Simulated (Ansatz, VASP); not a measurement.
# Ba: VASP beside Ansatz

The input INCAR:

```
SYSTEM = Ba
ALGO = Normal ; EDIFF = 1E-6
EDIFFG = -0.01 ; ENCUT = 600
GGA = PE ; IBRION = 2
ISIF = 3 ; ISMEAR = 0
LASPH = .TRUE. ; LCHARG = .FALSE.
LREAL = .FALSE. ; LWAVE = .FALSE.
NELM = 60 ; NSW = 80
PREC = Accurate ; SIGMA = 0.1
```

The input KPOINTS:

```
k-points
0
G
  12 12 12
  0 0 0
```

The input POSCAR:

```
Ba
1.0
    0.0000000000      3.1364197780      3.1364197780
    3.1364197780      0.0000000000      3.1364197780
    3.1364197780      3.1364197780      0.0000000000
Ba
1
Direct
    0.0000000000      0.0000000000      0.0000000000
```

Input for Ansatz:

```yaml
crystal:
  lattice:
    - [0.0, 3.136419778, 3.136419778]
    - [3.136419778, 0.0, 3.136419778]
    - [3.136419778, 3.136419778, 0.0]
  atoms:
    - { symbol: Ba, position: [0.0, 0.0, 0.0] }
basis:
  ecutwfc: 420
kpoints:
  mp_grid: { grid: [12, 12, 12] }
hamiltonian:
  xc: pbe
scf:
  occupations: { method: gaussian, width: 0.1 }
output:
  forces: true
  stress: true
  eigenvalues: true
relax:
  adjacent_minimum: "off"
  f_tol: 0.01
  max_steps: 60
  cell: { stress_tol: 0.1 }
```

Alike in both runs: task relaxation of cell and atoms; functional PBE; k mesh 12 × 12 × 12; occupations gaussian, width 0.1 eV; no spin polarisation.

```csv
,VASP,Ansatz
version,VASP 6.6.1,Ansatz 0.2.0
potentials or method,"VASP PAW PBE potentials, release 64 (Ba_sv)","scalar-relativistic, plane waves, PAW"
plane-wave cutoff (eV),600,420
valence electrons in the cell,10,10
```

```tsv
	VASP	Ansatz	Ansatz less VASP
gap on the k mesh at the Fermi level, each at its own relaxed structure (eV)	none	none	-
relaxed volume (Å³/atom)	64.36	63.99	-0.368
relaxed cell length with the largest relative difference (Å)	4.498	4.490	-0.0086
energy change over the relaxation (meV/atom)	-3	-2	+0.7
```

A gap of «none» marks a metal or a gap that the smearing closes.

Spin-orbit coupling is left out, which matters for the levels of Ba.
